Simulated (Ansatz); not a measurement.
The system is Ga.

```
Ga
1.0
     2.77842    0.00000    0.00000
     0.00000    3.28161    0.00000
    -1.34343    0.00000    3.99027
Ga
2
Direct
  0.13460 0.75000 0.77017
  0.86540 0.25000 0.22983
```

This isn't the form of Ga at room conditions, which is orthorhombic.

```yaml
Program: Ansatz 0.2.0
Task: relaxation of cell and atoms
Functional: PBE0
Potentials_or_basis: Ansatz PAW
Cutoff: "420 eV (not typed: the program's choice for these potentials)"
k_mesh: 5 × 4 × 4
Occupations: fermi-dirac, width 0.05 eV
Spin: no spin polarisation
```

At the start: volume 18.19 Å³/atom.

Question: Where does the relaxation end?

Answer: It ends after 10 steps and the volume is 18.62 Å³/atom (+2.3 %); space group P2_1/m (No. 11, to 0.05 Å).

Step by step:
```csv
step,energy change (eV),largest force (eV/Å),volume (Å³)
1,0.0000,0.0362,36.38
2,-0.0162,0.0453,37.28
3,-0.0242,0.0336,37.40
4,-0.0247,0.0277,37.29
5,-0.0252,0.0136,37.19
6,-0.0254,0.0053,37.19
7,-0.0254,0.0022,37.25
8,-0.0259,0.0022,37.25
9,-0.0259,0.0002,37.23
10,-0.0259,0.0002,37.23
```

Final structure:
```
Ga
1.0
     2.81124    0.00000   -0.00133
     0.00000    3.38527    0.00000
    -1.36122    0.00000    3.91272
Ga
2
Direct
  0.14680 0.75000 0.77135
  0.85320 0.25000 0.22865
```

Caveat: the k mesh is coarse (spacing up to 0.48 Å⁻¹), so the values aren't converged, least of all with exact exchange; the plane-wave basis is chosen anew once the cell has moved, so the energies of steps on either side of that aren't comparable; the PAW data sets come from PBE, with cores solved anew for the run's functional, which leaves a small shift of forces and pressure.
